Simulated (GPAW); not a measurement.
A run of GPAW 26.7.0:

The input run.py:

```python
from ase.calculators.mixing import SumCalculator
from ase.filters import FrechetCellFilter
from ase.io import read, write
from ase.optimize import BFGS
from dftd4.ase import DFTD4
from gpaw import GPAW, PW

atoms = read('POSCAR')

calc = GPAW(mode=PW(800),
            xc='revPBE',
            kpts={'size': (9, 9, 9), 'gamma': True},
            occupations={'name': 'fermi-dirac', 'width': 0.05},
            nbands=11,
            convergence={'density': 1e-05, 'forces': 0.0001},
            maxiter=150,
            txt='gpaw.txt')
atoms.calc = SumCalculator([calc, DFTD4(method='revpbe')])
opt = BFGS(FrechetCellFilter(atoms), trajectory='relax.traj', logfile='-')
done = opt.run(fmax=0.05, steps=60)
calc.write('gs.gpw')
write('result.traj', atoms)
print('Converged:', done)
print('Cell:', atoms.cell.cellpar().round(4))
print('Volume:', round(atoms.get_volume(), 4))
print(atoms.get_scaled_positions().round(5))
```

Contents of POSCAR:

```
LiCl
1.0
    0.0000000000      2.5647700000      2.5647700000
    2.5647700000      0.0000000000      2.5647700000
    2.5647700000      2.5647700000      0.0000000000
Cl Li
1 1
Direct
    0.5000000000      0.5000000000      0.5000000000
    0.0000000000      0.0000000000      0.0000000000
```

Potentials or basis: the program's PAW data sets (release 1.2.1) made for this functional, pw.

Launch:

```console
$ OMP_NUM_THREADS=1 python run.py
```

Hardware: 1 thread of Intel(R) Xeon(R) Platinum 8259CL CPU @ 2.50GHz (Skylake/Cascade Lake), on a shared host.

Question: How long does it take, and how much memory?

Answer: Run time: 68 s on 1 thread of Intel(R) Xeon(R) Platinum 8259CL CPU @ 2.50GHz (Skylake/Cascade Lake) (shared host), peak memory 0.22 GiB. Counts: scf iterations 29, plane waves 1759, bands 11, k points 35, ion steps 3.
